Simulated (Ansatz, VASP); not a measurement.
# BAsH (armchair BAs ribbon N=4 H edges) in two plane-wave programs

Wanted: the spread between two codes on one cell, functional and k mesh. The cell is taken from a series of runs on this material, whose earlier steps may have relaxed, scaled, displaced or heated it; both programs get it as it stands.

Method: plane waves, with VASP 6.6.1 beside it; single point at HSE06, in Ansatz 0.2.0.

## (1) The structure

The cell holds 12 atoms: 4 B, 4 As and 4 H. Its edges and angles: a = 14.690 Å, b = 7.000 Å, c = 5.890 Å, α = 90.0°, β = 90.0°, γ = 90.0°. Vacuum lies along a and b. The structure's axis is c.

Coordinates:

```
B As H
1.0
    14.69000    0.00000    0.00000
     0.00000    7.00000    0.00000
     0.00000    0.00000    5.89042
B As H
4 4 4
Direct
  0.32653 0.50000 0.00210
  0.55666 0.50000 0.00468
  0.44336 0.50000 0.50468
  0.67349 0.50000 0.50210
  0.33240 0.50000 0.32544
  0.55813 0.50000 0.33794
  0.44189 0.50000 0.83794
  0.66762 0.50000 0.82544
  0.74486 0.50000 0.40531
  0.24416 0.50000 0.45429
  0.25516 0.50000 0.90531
  0.75586 0.50000 0.95429
```

## (2) VASP: single point, HSE06

A single point gives forces, pressure and levels at one fixed geometry, so differences don't come from the geometry; what else differs is listed under the comparison.

Lines of VASP's logs that name or quote its potential files are left out, and so is its time.

The run reads the wave functions of an earlier VASP run, which isn't shown here.

Contents of INCAR:

```
SYSTEM = BAsH
PREC = Accurate
ENCUT = 420
EDIFF = 1E-06
NELM = 100
ISMEAR = -1
SIGMA = 0.05
LREAL = .FALSE.
ALGO = Normal
LHFCALC = .TRUE.
AEXX = 0.25
GGA = PE
HFSCREEN = 0.208
LASPH = .TRUE.
NBANDS = 30
PRECFOCK = Fast
LORBIT = 11
LWAVE = .FALSE.
LCHARG = .FALSE.
ISIF = 2
```

Contents of POSCAR:

```
BAsH
1.0
   14.6900000000      0.0000000000      0.0000000000
    0.0000000000      7.0000000000      0.0000000000
    0.0000000000      0.0000000000      5.8904156532
B As H
4 4 4
Direct
    0.3265265410      0.5000000000      0.0021032560
    0.5566571620      0.5000000000      0.0046796600
    0.4433636400      0.5000000000      0.5046796600
    0.6734942610      0.5000000000      0.5021032560
    0.3324049480      0.5000000000      0.3254416990
    0.5581302410      0.5000000000      0.3379386180
    0.4418905620      0.5000000000      0.8379386180
    0.6676158540      0.5000000000      0.8254416990
    0.7448581550      0.5000000000      0.4053093900
    0.2441565620      0.5000000000      0.4542892810
    0.2551626470      0.5000000000      0.9053093900
    0.7558642400      0.5000000000      0.9542892810
```

Contents of KPOINTS:

```
Automatic mesh
0
Gamma
1 1 6
0 0 0
```

The projector-augmented-wave data sets are B, As and H (PBE family, release 64).

Started as:

```
> export OMP_NUM_THREADS=3
> mpirun -np 1 vasp_std
```

Numbers of over 12 decimals in the logs are rounded to 6 here.

The log of the run:

```text
[banner, memory and clock lines left out]
running    1 mpi-ranks, on    1 nodes
 distrk:  each k-point on    1 cores,    1 groups
 distr:  one band on    1 cores,    1 groups
 Offloading initialized ...    1 GPUs detected
 POSCAR found type information on POSCAR B AsH
 POSCAR found :  3 types and      12 ions
 LDA part: xc-table for (Slater+PW92), standard interpolation
 found WAVECAR, reading the header
 POSCAR, INCAR and KPOINTS ok, starting setup
 FFT: planning ... GRIDC
 FFT: planning ... GRID_SOFT
 FFT: planning ... GRID
 reading WAVECAR
 the WAVECAR file was read successfully
 initial charge from wavefunction
 entering main loop
       N       E                     dE             d eps       ncg     rms          rms(c)
DAV:   1    -0.643256579365E+02   -0.64326E+02   -0.19415E+00   284   0.715E+00    0.517E+00
DAV:   2    -0.643358248954E+02   -0.10167E-01   -0.73797E-02   312   0.113E+00    0.347E+00
DAV:   3    -0.643298548056E+02    0.59701E-02   -0.12826E-02   312   0.443E-01    0.209E+00
DAV:   4    -0.643290042393E+02    0.85057E-03   -0.35440E-03   308   0.203E-01    0.124E+00
DAV:   5    -0.643285279920E+02    0.47625E-03   -0.23208E-04   300   0.623E-02    0.722E-01
DAV:   6    -0.643282929315E+02    0.23506E-03   -0.16303E-04   286   0.537E-02    0.401E-01
DAV:   7    -0.643282428720E+02    0.50060E-04   -0.75427E-05   304   0.345E-02    0.220E-01
DAV:   8    -0.643282456488E+02   -0.27768E-05   -0.11856E-05   276   0.152E-02    0.124E-01
DAV:   9    -0.643282656637E+02   -0.20015E-04   -0.56453E-06   270   0.104E-02    0.698E-02
DAV:  10    -0.643282936268E+02   -0.27963E-04   -0.37958E-06   228   0.815E-03    0.404E-02
DAV:  11    -0.643283254163E+02   -0.31790E-04   -0.22196E-06   232   0.670E-03    0.223E-02
DAV:  12    -0.643283600082E+02   -0.34592E-04   -0.13221E-06   212   0.547E-03    0.123E-02
DAV:  13    -0.643283916284E+02   -0.31620E-04   -0.10484E-06   208   0.469E-03    0.712E-03
DAV:  14    -0.643284212060E+02   -0.29578E-04   -0.72498E-07   200   0.393E-03    0.463E-03
[...]
DAV:  34    -0.643286508598E+02   -0.25887E-05   -0.23378E-08   222   0.632E-04    0.599E-04
DAV:  35    -0.643286531418E+02   -0.22820E-05   -0.19970E-08   234   0.578E-04    0.550E-04
DAV:  36    -0.643286551462E+02   -0.20044E-05   -0.17214E-08   234   0.527E-04    0.505E-04
DAV:  37    -0.643286568970E+02   -0.17508E-05   -0.14717E-08   234   0.477E-04    0.464E-04
DAV:  38    -0.643286584184E+02   -0.15214E-05   -0.12673E-08   234   0.433E-04    0.426E-04
DAV:  39    -0.643286597383E+02   -0.13200E-05   -0.10894E-08   234   0.395E-04    0.391E-04
DAV:  40    -0.643286608824E+02   -0.11441E-05   -0.94479E-09   234   0.362E-04    0.360E-04
DAV:  41    -0.643286618741E+02   -0.99169E-06   -0.81987E-09   234   0.332E-04
   1 F= -.64328662E+02 E0= -.64328662E+02  d E =-.430921E-09
```

Parts of OUTCAR (step 2):

```text
ion  position               nearest neighbor table
   1  0.327  0.500  0.002-  11 1.19   5 1.91   7 1.95
   2  0.557  0.500  0.005-   8 1.94   7 1.95   6 1.96
   3  0.443  0.500  0.505-   5 1.94   6 1.95   7 1.96
   4  0.673  0.500  0.502-   9 1.19   8 1.91   6 1.95
   5  0.332  0.500  0.325-  10 1.50   1 1.91   3 1.94
   6  0.558  0.500  0.338-   3 1.95   4 1.95   2 1.96
   7  0.442  0.500  0.838-   2 1.95   1 1.95   3 1.96
   8  0.668  0.500  0.825-  12 1.50   4 1.91   2 1.94
   9  0.745  0.500  0.405-   4 1.19
  10  0.244  0.500  0.454-   5 1.50
  11  0.255  0.500  0.905-   1 1.19
  12  0.756  0.500  0.954-   8 1.50

  LATTYP: Found a simple orthorhombic cell.
 ALAT       =     5.8904156532
 B/A-ratio  =     1.1883711460
 C/A-ratio  =     2.4938817335

 Subroutine GETGRP returns: Found  4 space group operations
 (whereof  2 operations were pure point group operations)

The static configuration has the point symmetry C_1h.
 The point group associated with its full space group is C_2v.

 Found      4 irreducible k-points:

   k-points           NKPTS =      4   k-points in BZ     NKDIM =      6   number of bands    NBANDS=     30

   dimension x,y,z NGX =    98 NGY =   48 NGZ =   40
   dimension x,y,z NGXF=   196 NGYF=   96 NGZF=   80

   ENCUT  =  420.0 eV  30.87 Ry    5.56 a.u.  24.55 11.70  9.84*2*pi/ulx,y,z

   NELECT =      36.0000    total number of electrons

 k-points in reciprocal lattice and weights: Automatic mesh
   0.00000000  0.00000000  0.00000000       0.167
   0.00000000  0.00000000  0.16666667       0.333
   0.00000000  0.00000000  0.33333333       0.333
   0.00000000  0.00000000  0.50000000       0.167

  exchange ACFDT corr.  =         0.00000000  see jH, gK, PRB 81, 115126

 average (electrostatic) potential at core
       1 -32.4512       2 -32.9170       3 -32.9170       4 -32.4512       5 -53.4817
       6 -53.3688       7 -53.3688       8 -53.4817       9 -35.0847      10 -36.7714
      11 -35.0847      12 -36.7714

 E-fermi :  -2.2714

 k-point     1 :       0.0000    0.0000    0.0000
  band No.  band energies     occupation
    ...
     14      -5.8740      2.00000
     15      -5.5990      2.00000
     16      -5.3039      2.00000
     17      -3.4519      2.00000
     18      -3.3369      2.00000
     19      -1.1994      0.00000
     20      -1.0129      0.00000
     21       0.9277      0.00000
     22       1.0080      0.00000
     23       1.2688      0.00000
    ...

 k-point     2 :       0.0000    0.0000    0.1667
  band No.  band energies     occupation
    ...
     14      -5.9907      2.00000
     15      -5.8478      2.00000
     16      -5.2124      2.00000
     17      -3.9871      2.00000
     18      -3.5217      2.00000
     19      -0.9051      0.00000
     20      -0.5666      0.00000
     21       0.9641      0.00000
     22       1.0530      0.00000
     23       1.2063      0.00000
    ...

 k-point     3 :       0.0000    0.0000    0.3333
  band No.  band energies     occupation
    ...
     14      -6.3087      2.00000
     15      -6.2562      2.00000
     16      -5.0534      2.00000
     17      -4.7648      2.00000
     18      -3.9647      2.00000
     19      -0.5898      0.00000
     20       0.3742      0.00000
     21       0.8250      0.00000
     22       0.8482      0.00000
     23       1.0208      0.00000
    ...

  Total       -2.7450096      0.7614368     -2.7876380      0.0000000      0.0000000      0.0000000
  in kB       -7.2608701      2.0140890     -7.3736273      0.0000000      0.0000000      0.0000000
  external PRESSURE =      -4.2068028 kB  Pullay stress =       0.0000000 kB

  energy-cutoff  :      420.00
  volume of cell :      605.71
      direct lattice vectors                 reciprocal lattice vectors
    14.690000000  0.000000000  0.000000000     0.068073519  0.000000000  0.000000000
     0.000000000  7.000000000  0.000000000     0.000000000  0.142857143  0.000000000
     0.000000000  0.000000000  5.890415653     0.000000000  0.000000000  0.169767307

 POSITION                                       TOTAL-FORCE (eV/Angst)
 -----------------------------------------------------------------------------------
      4.79667      3.50000      0.01239         0.061885      0.000000      0.041556
      8.17729      3.50000      0.02757        -0.051805      0.000000     -0.042474
      6.51301      3.50000      2.97277         0.051805      0.000000     -0.042474
      9.89363      3.50000      2.95760        -0.061885      0.000000      0.041556
      4.88303      3.50000      1.91699        -0.080870      0.000000      0.048086
      8.19893      3.50000      1.99060        -0.045884      0.000000      0.007038
      6.49137      3.50000      4.93581         0.045884      0.000000      0.007038
      9.80728      3.50000      4.86219         0.080870      0.000000      0.048086
     10.94197      3.50000      2.38744        -0.134089      0.000000      0.068957
      3.58666      3.50000      2.67595         0.204681      0.000000     -0.123162
      3.74834      3.50000      5.33265         0.134089      0.000000      0.068957
     11.10365      3.50000      5.62116        -0.204681      0.000000     -0.123162
 -----------------------------------------------------------------------------------
    total drift:                               -0.000008     -0.000000      0.008721

  FREE ENERGIE OF THE ION-ELECTRON SYSTEM (eV)
  ---------------------------------------------------
  free  energy   TOTEN  =       -64.3286618741 eV

  energy  without entropy=      -64.3286618737  energy(sigma->0) =      -64.32866187

 total charge
# of ion       s       p       d       tot
------------------------------------------
    1        0.707   1.173   0.000   1.879
    2        0.682   1.138   0.000   1.820
    3        0.682   1.138   0.000   1.820
    4        0.707   1.173   0.000   1.879
    5        1.176   1.769   0.073   3.019
    6        1.179   1.757   0.072   3.007
    7        1.179   1.757   0.072   3.007
    8        1.176   1.769   0.073   3.019
    9        0.610   0.022   0.000   0.632
   10        0.533   0.018   0.000   0.551
   11        0.610   0.022   0.000   0.632
   12        0.533   0.018   0.000   0.551
--------------------------------------------------
tot          9.774  11.753   0.290  21.817

[... 1 further part left out ...]
```

[end of part 1 of 2]

[Lines on the potential files, build, host, timing and source positions are cut from VASP's logs without a mark.]

[Logs are printed without paths, hosts, clocks, repeated set-up lines and the standing remarks that a program may print on its own settings, such as how far it seeks lower states.]

[Hosts, paths, dates, database ids (printed as entryN), source tags and the programs' standing remarks are cut or masked in the printed files.]
